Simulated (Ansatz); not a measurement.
# Bi2Se3 (Paraguanajuatite) (R-3m) in Ansatz: further runs, part 2 of 2

Ansatz 0.2.0.

## 5. Relaxation of cell and atoms, PBE, target pressure 10 GPa, at which the enthalpy is minimised

The input, input.yaml:

```yaml
crystal:
  lattice:
    - [2.0715, 1.1959810826, 9.5453333333]
    - [-2.0715, 1.1959810826, 9.5453333333]
    - [0.0, -2.3919621653, 9.5453333333]
  atoms:
    - { symbol: Bi, position: [0.5992, 0.5992, 0.5992] }
    - { symbol: Bi, position: [0.4008, 0.4008, 0.4008] }
    - { symbol: Se, position: [0.7883, 0.7883, 0.7883] }
    - { symbol: Se, position: [0.2117, 0.2117, 0.2117] }
    - { symbol: Se, position: [0.0, 0.0, 0.0] }
hamiltonian:
  xc: pbe
  pseudopotentials: { kind: paw }
kpoints:
  mp_grid: { grid: [8, 8, 8] }
scf:
  occupations: { method: fermi_dirac, width: 0.05 }
output:
  forces: true
  stress: true
  eigenvalues: true
  write_density: true
  write_potential: true
  elf: true
  volumetric_format: npy
relax:
  f_tol: 0.01
  max_steps: 40
  cell: { stress_tol: 0.05, p_target: 10.0 }
```

Potentials or basis: Ansatz PAW.

The run is started by

```sh
ansatz run input.yaml --threads 2 --pin off --max-ram 5632MiB --backend cpu --events-out ev --progress --plain --runs-dir out
```

The program printed:

```text
Warning: RAYON_NUM_THREADS=2 ignored (pool sized by the plan → 2); use --threads N
basis.fft_grid_basis auto: the FFT boxes are laid along the combinations [[1, -1, 0], [0, 1, 0], [0, -1, 1]] of the cell's own vectors, 4.143, 9.840 and 4.143 Å long. The dense box has 30×72×30 points. Along the cell's own vectors, as sized, it would have 72×72×72, 5.76 times as many. Of the 12 symmetry operations that the crystal satisfies within crystal.symmetry.tolerance (time reversal apart; of a slab, those that keep its plane) the dense box along the cell's own vectors carries 12, and the one as laid loses 8 of those. basis.fft_grid_basis: typed keeps the cell's own vectors: state it where this run's energies or levels are differenced outside the engine with another run's, or held beside a run that keeps those vectors. Those combinations have planes normal to reciprocal vector 3, as the cell's own vectors have. Each planar average written beside output.write_density, output.write_potential has a row for each plane of the box: 30. The volumetric files lie along those combinations, not along the cell's own vectors: a cube or XSF file states them, and fields.json those of NumPy files.
Engine: ansatz 0.2.0, aarch64-unknown-linux-gnu
Pseudopotentials: kind: paw
Pseudopotential: Bi, paw, valence charge 15, recommended cutoff 420 eV (normal), Bi.paw.azcp
Pseudopotential: Se, paw, valence charge 16, recommended cutoff 420 eV (normal), Se.paw.azcp
Functional definition: PBE
  parameter kappa = 0.804
  parameter beta = 0.06672455060314922
  exchange = pbe_x(kappa = kappa, mu = beta*pi^2/3)
  correlation = pbe_c(beta = beta)
Crystal: 5 atoms, lattice volume = 141.890 Å³
Basis set: ecut = 420 eV, 2743 PW (Γ), FFT grids on a1−a2, a2, −a2+a3, exchange–correlation on 60×144×60 points (8 copies of the dense FFT grid, shifted against one another)
Bands: 47, of which v1, the nominal top of the filled ones, is band 39 counted from 1 (38 counted from 0)
Symmetry: 12 space group operations
Space group: R-3m (ITA 166), of the structure as read, at distance tolerance 5.2e-5 Å
k-points: 65 of 512
Non-local potential: Bi, projectors of the file, l = 0: 2, l = 1: 2, l = 2: 2, l = 3: 2
Non-local potential: Se, projectors of the file, l = 0: 2, l = 1: 2, l = 2: 3, l = 3: 1
PAW form: soft (Blöchl's): semilocal exchange-correlation on the pseudo side does not see the compensation charge
PAW one-centre angular grid: Bi, 590 points (default); XC on 64 Gauss nodes
PAW one-centre angular grid: Se, 590 points (default); XC on 64 Gauss nodes
Initial density: superposition of atomic densities (neutral atoms: chi_scale 0, normalization atom), corrected by the library's trained network
Initial wavefunctions: pseudopotential atomic-orbital guess
Functional: x = pbe(κ = 0.804, μ = 0.2195149727645171), c = pbe(β = 0.06672455060314922)
SCF iter   1: F=—  HF=-41202.215080 eV  |F-HF|=—  |Δ(HF+E_count)|=         —  Δρ=1.25e-3  dr2=3.32e-3  ethr=1.77e-3  ⟨swp⟩=8.3  Hψ=12406  notcnv=0  defer=9
preconditioner: auto → Resta (q_TF=auto, 2.469 Å⁻¹)  ε∞=4.1  [insulator: Δε(μ)=0.207 eV  Ē_g=9.365 eV  σ=0.050 eV  W_gap=0.78  n_scr=36 (ndim 8)  ℏωp=16.5 eV  f_vac=0.033  D(μ)=0.02/eV (n_scr^D=0)  ε∞_Penn≈4.1]
SCF iter   2: F=—  HF=-41202.213140 eV  |F-HF|=—  |Δ(HF+E_count)|=   1.94e-3  Δρ=5.93e-4  dr2=4.67e-4  ethr=4.26e-6  ⟨swp⟩=2.0  Hψ=6074  notcnv=0  defer=30
SCF iter   3: F=—  HF=-41202.213302 eV  |F-HF|=—  |Δ(HF+E_count)|=   1.62e-4  Δρ=2.97e-4  dr2=1.30e-4  ethr=5.98e-7  ⟨swp⟩=2.1  Hψ=3698  notcnv=0  defer=30
SCF iter   4: F=—  HF=-41202.213417 eV  |F-HF|=—  |Δ(HF+E_count)|=   1.14e-4  Δρ=1.04e-4  dr2=4.20e-5  ethr=1.67e-7  ⟨swp⟩=2.0  Hψ=4458  notcnv=0  defer=30
SCF iter   5: F=—  HF=-41202.213395 eV  |F-HF|=—  |Δ(HF+E_count)|=   2.15e-5  Δρ=4.22e-5  dr2=3.48e-6  ethr=5.38e-8  ⟨swp⟩=3.0  Hψ=5512  notcnv=0  defer=30
[... 72 lines left out ...]
basis re-selected at this cell: Δ(F+E_penalty+E_count) = +2.515e-3 eV, ΔP = -0.002 GPa vs the last step (what re-selecting the basis moved, of the pressure what is left beyond the Pulay correction that the steps carried, after the strain that the cell walked since its last selection, with what the two solves' SCF thresholds leave and, on support functions, any second-order correction that the steps lacked; it is no measure of the basis error at this ecutwfc). The dense FFT grid was sized anew with the basis: this SCF ran on 27×64×27 points, the steps before it on 30×72×30, so part of this shift can come from that change (see relax.cell in the input reference). This SCF's stress stands 1.33e-2 GPa from its target on what of the cell is left free (relax.cell.stress_tol is 5.00e-2 GPa) and its largest allowed force component is 1.71e-3 eV/Å (relax.f_tol is 1.00e-2 eV/Å): within both
SCF converged after 8 iterations
Free energy (F): -41201.645451 eV
Harris-Foulkes:  -41201.645451 eV  (|F-HF|=7.28e-12)
Internal energy: -41201.645150 eV  (E = F + TS)
E sigma→0 (E₀):  -41201.645301 eV
Entropy (-TS):   -0.000301 eV (-0.060 meV/atom)
Fermi energy:    11.437135 eV
--- Per-component energies (eV) ---
  E_band       = -1198.879504
  E_kinetic    = 965.519106
  E_local      = -9669.041280  (includes V_loc(G=0)·N_el)
  E_nonlocal   = -663.222348
  E_hartree    = 4335.608327
  E_xc         = -620.762342
  E_vxc        = -589.990928  (∫ρ·V_xc dr)
  E_paw        = -27058.538218  (= ΣΔE_a)
  E_vpaw       = 86.641969  (= ΣTr[D̂ρ^β])
  E_aug_tail   = -0.002632  (compensation charges beyond the density's cutoff)
  E_ewald      = -8491.205763
  E_smearing   = -0.000301  (= −TS)
  E_closure    = -0.000000  (closes the sum)
  Σ components = -41201.645451   (vs F -41201.645451, Δ=0.00e0)
--- Forces (eV/Å), atoms counted from 1 ---
  atom   1  Bi    -0.00000000    -0.00000000     0.00171370
  atom   2  Bi     0.00000000     0.00000000    -0.00171370
  atom   3  Se    -0.00000000     0.00000000    -0.00023410
  atom   4  Se     0.00000000    -0.00000000     0.00023410
  atom   5  Se     0.00000000     0.00000000     0.00000000
  max |Σ_I F_I| component: 1.68e-29 eV/Å
--- Stress (GPa, compression-positive) ---
       10.013347       0.000000       0.000000
        0.000000      10.013347       0.000000
        0.000000       0.000000      10.011326
  P = ⅓ Tr σ = 10.0127 GPa (100.127 kbar)
--- Band table (eV; the first three rows and the last of 65) ---
  k-point 0: bands = ["-36.5270", "-36.5263", "-36.5263", "-36.5252", "-36.5219", "-36.5219", "-36.5120", "-36.5120", "-36.5118", "-36.5118", "-36.4341", "-36.4259", "-36.4259", "-36.3935", "-36.3935", "-12.0612", "-12.0612", "-12.0580", "-12.0580", "-12.0413", "-12.0371", "-12.0274", "-12.0274", "-12.0234", "-12.0234", "-4.1297", "-2.9247", "-2.5057", "1.5298", "2.1710", "8.6552", "8.7437", "8.8977", "8.8977", "9.0473", "9.0473", "9.8655", "9.8655", "11.4208", "11.4512", "12.3720", "12.3720", "13.5623", "14.1503", "14.1503", "16.6678", "17.6837"]
  k-point 1: bands = ["-36.5270", "-36.5264", "-36.5261", "-36.5253", "-36.5220", "-36.5219", "-36.5122", "-36.5121", "-36.5117", "-36.5117", "-36.4340", "-36.4259", "-36.4259", "-36.3935", "-36.3934", "-12.0647", "-12.0607", "-12.0560", "-12.0528", "-12.0382", "-12.0342", "-12.0302", "-12.0280", "-12.0263", "-12.0232", "-3.9690", "-2.8088", "-2.3710", "1.4058", "2.0640", "7.6070", "7.8005", "8.3728", "8.4876", "9.3149", "9.4789", "9.6187", "10.1812", "10.2829", "12.5593", "13.0465", "13.1689", "13.4951", "13.9385", "14.1834", "16.1856", "16.9151"]
  k-point 2: bands = ["-36.5269", "-36.5265", "-36.5257", "-36.5254", "-36.5223", "-36.5217", "-36.5123", "-36.5121", "-36.5116", "-36.5115", "-36.4340", "-36.4259", "-36.4259", "-36.3935", "-36.3933", "-12.0751", "-12.0690", "-12.0456", "-12.0421", "-12.0404", "-12.0341", "-12.0275", "-12.0262", "-12.0225", "-12.0214", "-3.4999", "-2.4990", "-2.0080", "0.9477", "1.7191", "6.4945", "6.9214", "7.3230", "7.8517", "8.4826", "8.8866", "9.7512", "10.0269", "10.7097", "12.4645", "13.1302", "13.2852", "14.1720", "14.3988", "15.1319", "15.6080", "17.3713"]
  k-point 64: bands = ["-36.5270", "-36.5263", "-36.5263", "-36.5252", "-36.5219", "-36.5219", "-36.5120", "-36.5120", "-36.5118", "-36.5118", "-36.4341", "-36.4259", "-36.4259", "-36.3935", "-36.3935", "-12.0612", "-12.0612", "-12.0579", "-12.0579", "-12.0406", "-12.0378", "-12.0276", "-12.0276", "-12.0232", "-12.0232", "-3.7829", "-3.7454", "-1.7417", "0.5659", "2.9994", "7.8207", "8.8041", "8.8041", "9.3860", "9.3860", "9.5231", "9.5231", "9.6976", "10.5230", "12.3218", "12.9847", "12.9847", "13.3866", "13.4800", "13.4800", "16.4378", "17.5394"]
--- Relaxed structure (5 steps of the walk, 5 accepted, 1 SCFs on fresh bases) ---
  F+E_penalty+E_count = -41201.64545116 eV   max|allowed force component| = 1.714e-3 eV/Å   (the final SCF, on the basis selected at the relaxed cell)
  cell:  # Å, volume = 125.2650 Å³
    - [2.0026624368824577, 1.1562376970142956, 9.01620230847321]
    - [-2.0026624368824577, 1.1562376970142956, 9.01620230847321]
    - [5.932723116274028e-33, -2.312475394075819, 9.016202308467152]
  atoms:
    - { symbol: Bi, position: [0.5972781059780274, 0.5972781059780274, 0.5972781059780273] }
    - { symbol: Bi, position: [0.4027218940219725, 0.4027218940219725, 0.4027218940219725] }
    - { symbol: Se, position: [0.7949702376738794, 0.7949702376738794, 0.7949702376738793] }
    - { symbol: Se, position: [0.20502976232612075, 0.20502976232612075, 0.20502976232612075] }
    - { symbol: Se, position: [8.253808967811531e-20, 8.253808967811521e-20, 8.253808967855041e-20] }
```

It took 82 s on 2 threads of Arm Neoverse V2, shared host; peak memory 0.65 GiB.

What came out:

```
Free energy                                            : -41201.6455 eV
Relaxed volume                                         : 25.05 Å³/atom
Relaxed cell                                           : a = 9.308 Å, b = 9.308 Å, c = 9.308 Å, α = 24.85°, β = 24.85°, γ = 24.85°
Space group after relaxing (to 0.05 Å)                 : R-3m (No. 166)
Energy change on relaxing (the enthalpy is what falls) : +113.6 meV/atom
Ionic steps                                            : 6
Pressure after relaxing                                : 10.0 GPa
Band gap on the k mesh                                 : 0.03 eV, direct
```

The path:
```tsv
step	energy change (eV)	largest force (eV/Å)	volume (Å³)
1	0.0000	0.1594	141.89
2	0.8391	0.6039	122.52
3	0.5664	0.1299	125.33
4	0.5609	0.0238	125.34
5	0.5654	0.0015	125.26
6	0.5679	0.0017	125.26
```

Final structure:
```xyz
5
Lattice="2.0027 1.1562 9.0162 -2.0027 1.1562 9.0162 0.0000 -2.3125 9.0162" Properties=species:S:1:pos:R:3 pbc="T T T"
Bi    0.0000    0.0000   16.1555
Bi    0.0000    0.0000   10.8931
Se    0.0000    0.0000   21.5028
Se    0.0000    0.0000    5.5458
Se    0.0000    0.0000    0.0000
```

Caveat: the plane-wave basis is chosen anew once the cell has moved, so the energies of steps on either side of that aren't comparable; spin-orbit coupling is left out, which as a rule narrows the gap of such compounds by several tenths of an eV. A k mesh can miss the band edges.

## 6. The runs side by side

```tsv
cell	target pressure (GPa)	gap on the mesh (eV)	pressure (GPa)
relaxed	0	0.69	0.0
relaxed to 2 GPa	2	0.20	2.0
relaxed to 5 GPa	5	0.06	5.0
relaxed to 10 GPa	10	0.03	10.0
```

Alike in all rows: task relaxation of cell and atoms; level PBE; potentials or basis Ansatz PAW; no spin polarisation; k mesh 8 × 8 × 8; cutoff (eV) 420; smearing fermi-dirac 0.05 eV.

Caveats: the plane-wave basis is chosen anew once the cell has moved, so the energies of steps on either side of that aren't comparable; spin-orbit coupling is left out, which as a rule narrows the gap of such compounds by several tenths of an eV.

Absolute energies hang on the potentials; compare differences alone.
